**Question.** In Mo₃Si every Si atom has twelve Mo neighbours, 2.74 Å away. One of the two Si atoms of the cell, together with its periodic images, is shifted along $z$ while all other atoms and the cell itself stay fixed. The undisturbed crystal has space group Pm-3n; a shift lowers the symmetry. The table gives the energy change $E$, the force $F$ on the shifted atom along the line, and the pressure $P$, for each displacement $x$.

Mo₃Si (A15, 8-atom cubic cell, a = 4.907 Å) with one Si atom moved along z and all else fixed, computed with Ansatz 0.2.0 (plane-wave PAW DFT, PBE, scalar-relativistic, no spin polarisation). The cutoff is 420 eV, the k mesh 8×8×8 and the Gaussian smearing 0.15 eV. Energies are free energies relative to the undisturbed cell; pressure is positive in compression.

| displacement (Å) | energy change (eV a cell) | force along direction (eV/Å summed over the moved atoms) | pressure (GPa) |
| --- | --- | --- | --- |
| -0.30 | 0.441 | 3.118 | 1.97 |
| -0.18 | 0.153 | 1.735 | 0.71 |
| 0 | 0.000 | 0.000 | 0.02 |
| 0.12 | 0.067 | -1.128 | 0.33 |
| 0.24 | 0.276 | -2.393 | 1.26 |

The volume never changes, yet the pressure rises whichever way the atom goes. Three explanations are offered.

A. The shifted atom is a loaded spring of fixed stiffness, and its stored energy presses on the cell.

B. The well that holds the atom grows stiffer away from its centre, and this departure from a parabola makes the pressure.

C. A squeezed Si–Mo contact pushes harder than a stretched one pulls.

Decide between them as far as the numbers allow.

**Model answer.** Pressure is the fall of energy with growing volume, $P=-dE/dV$, when all atomic positions scale with the cell. The displacement scales too, so $x^2$ grows as $V^{2/3}$. For a spring energy $E_2=\tfrac12 kx^2$ with stiffness $k$, the pressure rise above the undisturbed cell is therefore

$$\Delta P=\frac{E_2}{V}\left(S-\frac23\right),\qquad S=-\frac{d\ln k}{d\ln V}.$$

Here $S$ says by how many per cent the spring stiffens when the volume shrinks by one per cent.

Explanation A means $S=0$, and the formula then gives a negative pressure. Enlarging the cell would stretch the loaded spring further and cost energy, so the spring pulls the cell inward. At −0.30 Å this pull would be about 0.37 GPa, whereas the table has a push of 1.95 GPa. Stored energy alone is no reason for an outward pressure.

Explanation B is the tempting one, because the well does stiffen: the ratio $-F/x$ grows from 9.4 eV/Å² at 0.12 Å to 10.4 eV/Å² at −0.30 Å. But this stiffening is an $x^4$ term in the energy, and a pressure born from it would also run as $x^4$. Between the smallest and the largest displacement it would grow 39-fold. The computed rise grows 6.3-fold, which is what $x^2$ demands. The pressure thus belongs to the parabolic part of the well, and to the way that part changes with volume.

The size of that change follows from one row. At −0.30 Å, with $k=9.214$ eV/Å² from a fit of the force to $x$ and $x^3$ over all five rows, $E_2=\tfrac12\times9.214\times0.30^2=0.415$ eV. Divided by the cell volume, $4.907^3=118.2$ Å³, and converted with 1 eV/Å³ = 160.2 GPa, this is 0.562 GPa. The pressure rise of 1.95 GPa is about 3.47 times as much, so $S\approx3.47+0.67\approx4.1$. A fit of the pressure rise to $x^2$ over the same rows, this one included, gives the same value.

Explanation C supplies a reason for such a spring. When two atoms are pressed together, the repulsion of their overlapping electron clouds climbs steeply; when they are drawn slightly apart, the pull back grows more and more slowly. Take two contacts on opposite sides of the Si atom, one shortened and one lengthened by $d$. To second order the first pushes with $\kappa d+\beta d^2$ and the second pulls with $\kappa d-\beta d^2$, where $\kappa$ is the stiffness of a contact and $\beta$ its lopsidedness.

On the Si atom the push and the pull act in the same direction, back towards the site. They add to $2\kappa d$, and $\beta$ drops out. On the cell they act against each other, the push outward and the pull inward, and what remains of the two forces is $2\beta d^2$. This must also outweigh an inward pull that comes from geometry alone: contacts that lie across the shift are lengthened, and a longer contact has more leverage on the cell. With $\beta=0$ the twelve contacts together would pull the cell inward by about 0.75 GPa at −0.30 Å. The restoring force therefore shows mainly the stiffness of the contacts, while the pressure shows their lopsidedness. Since $d$ is proportional to $x$ for small shifts, the pressure rises as $x^2$ on both sides.

The forces on the neighbours show which contacts matter. Four of the twelve run steeply along $z$, and at −0.30 Å two of them have shrunk to 2.48 Å while the opposite two have grown to 3.01 Å. Each contact resists in proportion to the squared cosine of its angle to the shift: 0.8 for the four steep ones, 0.2 for four flatter ones and zero for the rest. The steep contacts should thus carry 80 % of the restoring force, and in the same calculation the Mo atoms at their ends take 78 to 81 %.

The answer is C, with a distinction. That the spring stiffens as the cell shrinks follows from the computed pressures. That lopsided Si–Mo contacts are the cause is supported, though not proved. The shares of the load along $z$ cannot tell, since contacts without any lopsidedness would share it in much the same way. The sideways forces can. Each Mo atom of the steep contacts lies between the Si atom and its image, with one contact shortened and one lengthened, and across the line of the shift their push and pull oppose each other as they do on the cell. In the same calculation this sideways force is 0.055 eV/Å at 0.12 Å and 0.36 eV/Å at −0.30 Å. It keeps its sign when the shift is reversed and grows about as $x^2$; contacts with $\beta=0$ are expected to give only a small part of it. That the twelve contacts account for the whole pressure is not shown.

**Remarks on the reasoning.** One might object to C that lopsided contacts ought to make a lopsided well. The table may even seem to show one, since the largest force stands on the negative side. But $-F/x$ is 9.6 eV/Å² at −0.18 Å and 10.0 eV/Å² at 0.24 Å, so it follows the distance and not the side. The Si site is a centre of inversion: each contact has an opposite partner, and the two exchange roles when the shift is reversed.

A good answer also asks how far a picture of separate bonds can be trusted in a metal. The output below tests twelve equal bonds of Morse form, unstrained at the start, with their stiffness taken from the force fit and their steepness from the pressure fit. The size of the pressure is therefore no test of this model, but its spread over the axes is a mild one, being set mostly by the angles of the contacts: the stress along $z$ makes up about two thirds of the rise summed over the three axes, and the model gives 65 to 66 %. The stiffening of the well is a harder test, and the model overstates it by about a third in every displaced row. It also gives the flatter contacts 16 to 19 % of the force, where the calculation gives their Mo atoms 12 to 14 %, and it has no place for the 6 to 7 % taken by the other Si atom, which is not among the twelve neighbours. The picture thus gets the main pattern of forces and stresses right, but the stiffening only roughly.

The stiffness $k$ should not be read as a vibration frequency. It belongs to a whole array of Si atoms moving in step against frozen neighbours, whereas in a real vibration the other atoms generally move too.

The reasoning carries over to other directions. Because the site is cubic, a small shift of the same length along any line must meet the same $k$ and raise the pressure equally; only the contacts that bear the load change. It also shows why thermal motion can swell a crystal: displacements to either side average to zero, but their squares do not, and the pressure follows the squares.

The analysis program printed:

```
fit of force_along_direction on 5 rows: coefficient of x -9.214 +/- 0.002, coefficient of x**3 -13.11 +/- 0.028; rms 0.000248, worst 0.24 0.000393, leave-one-out rms 0.000795
fit of force_along_direction on 5 rows: coefficient of x -9.999 +/- 0.17, coefficient of x**2 0.7869 +/- 0.68; rms 0.0558, worst -0.18 0.0903, leave-one-out rms 0.179
fit of dP on 5 rows: coefficient of x**2 21.6 +/- 0.055; rms 0.0055, worst -0.18 0.00975, leave-one-out rms 0.0094
Stiffness and pressure:
    row  2E/x2 (eV/A2)  -F/x (eV/A2)  pressure rise (GPa)  rise/x2 (GPa/A2)  fixed spring (GPa)  linear bonds (GPa)
   -0.3            9.8         10.39                 1.95             21.67             -0.3748             -0.7497
  -0.18          9.444         9.639                 0.69              21.3             -0.1349             -0.2699
    0.0              0             0                    0                 0                   0                   0
   0.12          9.306           9.4                 0.31             21.53            -0.05997             -0.1199
   0.24          9.583         9.971                 1.24             21.53             -0.2399             -0.4798
Tests of the bond model:
    row  force beyond linear (eV/A)  same in model  steep-bond Mo share  same in model  flatter-bond Mo share  same in model  z share of pressure rise  same in model
   -0.3                      0.3538         0.4692               0.8121         0.8365                 0.1156         0.1586                    0.6553          0.649
  -0.18                     0.07646         0.0996               0.7862         0.8143                 0.1317         0.1837                    0.6675         0.6541
    0.0                           0              0                    0              0                      0              0                         0              0
   0.12                    -0.02231       -0.02935               0.7775         0.8065                 0.1373         0.1925                    0.6605         0.6556
   0.24                     -0.1816        -0.2379               0.7978         0.8245                 0.1244         0.1722                      0.66         0.6519
Pressure rise, largest over smallest displacement (ratio): 6.29
Same ratio if pressure went as x squared: 6.25
Same ratio if pressure went as x to the fourth: 39.06
Quartic part of the energy at the largest displacement (%): 6.02
Percent gain in spring stiffness per percent loss of volume: 4.124
Shortest Si-Mo contact at the largest displacement (A): 2.478
Longest of the steep Si-Mo contacts there (A): 3.014
```
